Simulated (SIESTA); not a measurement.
Cu2O (Cuprite):

```xyz
6
Lattice="4.2600 0.0000 0.0000 0.0000 4.2600 0.0000 0.0000 0.0000 4.2600" Properties=species:S:1:pos:R:3 pbc="T T T"
Cu    3.1950    1.0650    3.1950
Cu    3.1950    3.1950    1.0650
Cu    1.0650    3.1950    3.1950
Cu    1.0650    1.0650    1.0650
O     2.1300    2.1300    2.1300
O     0.0000    0.0000    0.0000
```

Base run:

| Quantity | Value |
| --- | --- |
| Program | SIESTA 5.4.2 |
| Functional | PBE |
| Potentials or basis | PseudoDojo 0.4 standard (PBE files) |
| Basis | TZDP (energy shift 0.003 Ry; two zetas on semicore shells) |
| Grid cutoff | 800 Ry |
| Energy shift | 0.003 Ry |
| k mesh | 6 × 6 × 6 |
| Occupations | fermi-dirac, width 0.05 eV |
| Spin | no spin polarisation |

Its results: band gap on the k mesh 0.52 eV, direct; pressure 3.0 GPa.

Question: The run is repeated on the same cell with these changes: basis from TZDP (energy shift 0.003 Ry; two zetas on semicore shells) to SZ (energy shift 0.003 Ry). What comes out?

Answer: Band gap on the k mesh 0.79 eV, direct; pressure 12.6 GPa.

Caveats: short orbitals over semicore shells can move pressures by several GPa; the basis of atomic orbitals isn't converged, which shifts pressures, moduli and gaps; the basis has no polarisation orbitals (some runs).
